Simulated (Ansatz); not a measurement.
Input and command of a plane-wave DFT calculation in Ansatz:

```yaml
crystal:
  lattice:
    - [6.3987489444, 0.0, 0.0]
    - [-3.1993744722, 5.5414791383, 0.0]
    - [0.0, 0.0, 26.6184957942]
  atoms:
    - { symbol: C, position: [0.3998810589, 0.1056807739, 0.6425811844] }
    - { symbol: C, position: [0.5361957752, -0.0335871554, 0.6480505766] }
    - { symbol: O, position: [0.5955366811, -0.0948259942, 0.601699823] }
    - { symbol: H, position: [0.3558528143, 0.1529552361, 0.6792488471] }
    - { symbol: H, position: [0.2277014948, -0.0038434571, 0.6224755583] }
    - { symbol: H, position: [0.5101107825, 0.2762784084, 0.6219988737] }
    - { symbol: H, position: [0.7006598669, 0.0779313596, 0.670838659] }
    - { symbol: H, position: [0.4234323205, -0.197296105, 0.6709441967] }
    - { symbol: H, position: [0.5202837163, -0.0196282593, 0.5545758332] }
basis:
  ecutwfc: 420
kpoints:
  mp_grid: { grid: [3, 3, 1] }
hamiltonian:
  xc: pbe
  dispersion: d3bj
scf:
  occupations: { method: gaussian, width: 0.05 }
output:
  forces: true
  eigenvalues: true
  write_density: true
  volumetric_format: npy
efield:
  axis: 3
  dipole_correction: true
  ramp_width: 0.04
```

```bash
ansatz run input.yaml --threads 4 --pin off --max-ram 12288MiB --backend cpu --events-out ev --progress --plain --runs-dir out
```

Processor: Intel(R) Xeon(R) 6975P-C (Granite Rapids), 4 threads, on a host shared with other jobs.

Q: How long does it run, and how much memory does it take?

A: About 2.3 s on 4 threads of Intel(R) Xeon(R) 6975P-C (Granite Rapids), with other jobs on the host, peak memory 1 GiB. It solves 19 bands at 5 k points (the mesh reduced by the symmetry that the task leaves, which can be less than the crystal's) with about 18473 plane waves, in 8 SCF iterations.
